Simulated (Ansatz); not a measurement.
Crystal: Ag.

```
Ag
1.0
     0.00000    2.04275    2.04275
     2.04275    0.00000    2.04275
     2.04275    2.04275    0.00000
Ag
1
Cartesian
  0.0000 0.0000 0.0000
```

Program: Ansatz 0.2.0. Alike in all runs: cell as given.

Question: Order these runs on this cell by their pressure, lowest first.
A. level BPBE+D3(BJ)-ATM; potentials or basis PseudoDojo standard (PBE files); spin non-collinear, ferromagnetic start; k mesh 11 × 11 × 11; cutoff (eV) 1116; smearing gaussian 0.1 eV
B. level BLYP; potentials or basis Ansatz PAW; spin off; k mesh 16 × 16 × 16; cutoff (eV) 420; smearing gaussian 0.1 eV; other keys kpoints.mp_grid.grid = 16 × 16 × 16; basis.xc_grid = 1
C. level PBEsol; potentials or basis Ansatz PAW; spin SOC, no magnetisation; k mesh 11 × 11 × 11; cutoff (eV) 420; smearing fermi-dirac 0.05 eV; points for each segment of the path 14
D. level PBE; potentials or basis Ansatz PAW; spin off; k mesh 11 × 11 × 11; cutoff (eV) 420; smearing fermi-dirac 0.05 eV; points for each segment of the path 14

Answer: A (-7.7 GPa), C (-3.0 GPa), D (4.4 GPa), B (12.2 GPa).

Caveats: the PAW data sets come from PBE, with cores solved anew for the run's functional, which leaves a small shift of forces and pressure (some runs); the potentials were made for another functional, which shifts forces and pressure (some runs); pairwise dispersion overbinds metals, which lowers pressure and volume (some runs); the dispersion damping was fitted for another functional or another form of the correction (some runs); the starting moments weren't kept (some runs).
